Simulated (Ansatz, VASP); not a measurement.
## Ca in VASP and in Ansatz

The input INCAR:

```
SYSTEM = Ca
PREC = Accurate ; ENCUT = 520
EDIFF = 1E-6 ; ISMEAR = 0
SIGMA = 0.1 ; LREAL = .FALSE.
LASPH = .TRUE. ; NELM = 100
ALGO = Fast ; ISIF = 2
LWAVE = .FALSE. ; LCHARG = .FALSE.
GGA = PE ; NBANDS = 17
```

The input KPOINTS:

```
regular mesh
0
G
  6 6 4
  0 0 0
```

The input POSCAR:

```
Ca
1.0
    3.9799995206      0.0000000000      0.0000000000
   -1.9899997603      3.4467806919      0.0000000000
    0.0000000000      0.0000000000      6.5200000000
Ca
2
Direct
    0.3333333333      0.6666666667      0.2500000000
    0.6666666667      0.3333333333      0.7500000000
```

Input for Ansatz:

```yaml
crystal:
  lattice:
    - [3.9799995206, 0.0, 0.0]
    - [-1.9899997603, 3.4467806919, 0.0]
    - [0.0, 0.0, 6.52]
  atoms:
    - { symbol: Ca, position: [0.3333333333, 0.6666666667, 0.25] }
    - { symbol: Ca, position: [0.6666666667, 0.3333333333, 0.75] }
basis:
  ecutwfc: 420
kpoints:
  mp_grid: { grid: [6, 6, 4] }
hamiltonian:
  xc: pbe
scf:
  occupations: { method: gaussian, width: 0.1 }
output:
  forces: true
  stress: true
  eigenvalues: true
```

This isn't the form of Ca at room conditions, which is fcc.

Alike in both runs: task single point; functional PBE; k mesh 6 × 6 × 4; occupations gaussian, width 0.1 eV; no spin polarisation.

|  | VASP | Ansatz |
| --- | --- | --- |
| version | VASP 6.6.1 | Ansatz 0.2.0 |
| potentials or method | VASP PAW PBE potentials, release 64 (Ca_sv) | scalar-relativistic, plane waves, PAW |
| plane-wave cutoff (eV) | 520 | 420 |
| valence electrons in the cell | 20 | 20 |

```tsv
	VASP	Ansatz	Ansatz less VASP
gap on the k mesh at the Fermi level (eV)	none	none	-
pressure (GPa)	-0.9	-0.9	0.00
largest component of the traceless stress (GPa)	0.22	0.22	-0.001
```

A gap of «none» marks a metal or a gap that the smearing closes. With one functional, cell and mesh, what is left measures potentials, basis and numerics.
